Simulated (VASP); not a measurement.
**Ti under changes of volume**

One of the cells (17.988 Å³/atom); the others are scaled copies at fixed shape and fractional positions:

```
Ti
1.0
     2.96954    0.00000    0.00000
    -1.48477    2.57169    0.00000
     0.00000    0.00000    4.71099
Ti
2
Direct
  0.66667 0.33333 0.75000
  0.33333 0.66667 0.25000
```

| Item | Value |
| --- | --- |
| Program | VASP 6.6.1 |
| Functional | PBE |
| Potentials or basis | VASP PAW PBE potentials, release 64 (Ti_sv) |
| Cutoff | 520 eV |
| k mesh | 10 × 10 × 6 |
| Occupations | fermi-dirac, width 0.05 eV |
| Spin | no spin polarisation |

```csv
volume (Å³/atom),energy over the lowest point (meV/atom),pressure (GPa)
16.577,13.00,5.5
16.930,?,?
17.283,0.00,0.5
17.988,7.19,-3.7
18.341,17.30,-5.5
18.694,31.26,-7.2
```

Task: What does the run at 16.930 Å³/atom give?

Result: Energy over the lowest point 3.75 meV/atom; pressure 2.9 GPa.

Worked out: A Birch-Murnaghan fit of order 3 (a polynomial in V^(-2/3)) to the other rows has its minimum at 17.36 Å³/atom with B0 = V·E''(V) = 110 GPa and B' = 3.4 at fixed shape and positions, which overstates the stiffness. It gives 3.74 meV/atom at 16.930 Å³/atom, against the run's 3.75, and -dE/dV = 2.9 GPa, against 2.9.

Energies are extrapolated to zero smearing.
